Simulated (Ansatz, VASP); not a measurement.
## CoO: VASP beside Ansatz

INCAR

```
ALGO     = Normal         # electronic algorithm
EDIFF    = 1E-6           # SCF threshold, eV
ENCUT    = 520            # plane-wave cutoff, eV
GGA      = PS             # functional
ISIF     = 2              # what is computed and relaxed
ISMEAR   = -1             # smearing method
ISPIN    = 2              # spin polarisation
LASPH    = T              # aspherical terms in the spheres
LCHARG   = F              # write CHGCAR
LMAXMIX  = 4              # l up to which the mixer works
LORBIT   = 11             # projections on sites
LREAL    = F              # projectors in reciprocal space
LWAVE    = F              # write WAVECAR
MAGMOM   = 2 0            # initial moments
NBANDS   = 18             # bands
NELM     = 150            # most SCF steps
PREC     = Accurate       # precision mode
SIGMA    = 0.05           # smearing width, eV
```

The input KPOINTS:

```
k-points
0
Gamma
  16 16 16
```

The input POSCAR:

```
CoO
1.0
    0.0000000000      2.1171941998      2.1171941998
    2.1171941998      0.0000000000      2.1171941998
    2.1171941998      2.1171941998      0.0000000000
Co O
1 1
Direct
    0.0000000000      0.0000000000      0.0000000000
    0.5000000000      0.5000000000      0.5000000000
```

Input for Ansatz:

```yaml
crystal:
  lattice:
    - [0.0, 2.1171941998, 2.1171941998]
    - [2.1171941998, 0.0, 2.1171941998]
    - [2.1171941998, 2.1171941998, 0.0]
  atoms:
    - { symbol: Co, position: [0.0, 0.0, 0.0], spin: 2.0 }
    - { symbol: O, position: [0.5, 0.5, 0.5] }
magnetization:
  spin_polarized: true
kpoints:
  mp_grid: { grid: [16, 16, 16] }
scf:
  occupations: { method: fermi_dirac, width: 0.05 }
hamiltonian:
  xc: pbesol
  pseudopotentials: { kind: all_electron, lapw: { basis_error: 0.0005 } }
output:
  forces: true
  stress: true
  eigenvalues: true
```

Change from the starting cell: volume scaled by 0.98.

Alike in both runs: task single point; functional PBEsol; k mesh 16 × 16 × 16; occupations fermi-dirac, width 0.05 eV; collinear spin.

|  | VASP | Ansatz |
| --- | --- | --- |
| version | VASP 6.6.1 | Ansatz 0.2.0 |
| potentials or method | VASP PAW PBE potentials, release 64 (Co, O) | all-electron LAPW, scalar-relativistic |
| plane-wave cutoff (eV) | 520 | see its input |

```tsv
	VASP	Ansatz	Ansatz less VASP
pressure (GPa)	-8.5	-7.6	+0.86
net moment per atom (μB)	1.45	1.46	+0.016
size of the moment on the site where the two differ most (μB)	2.54	2.57	+0.037
```

Site moments also hang on the region over which each program counts them. Ansatz ran all-electron here, so the differences hold the error of VASP's frozen core and of both bases.

Caveats: the PAW data sets were made with another functional, which shifts forces and pressure a little (VASP); a cell with one magnetic atom can't hold antiferromagnetic order, which such compounds often take; semilocal functionals often make such compounds metallic where correlation or magnetic order opens a gap, which also shifts bond lengths.
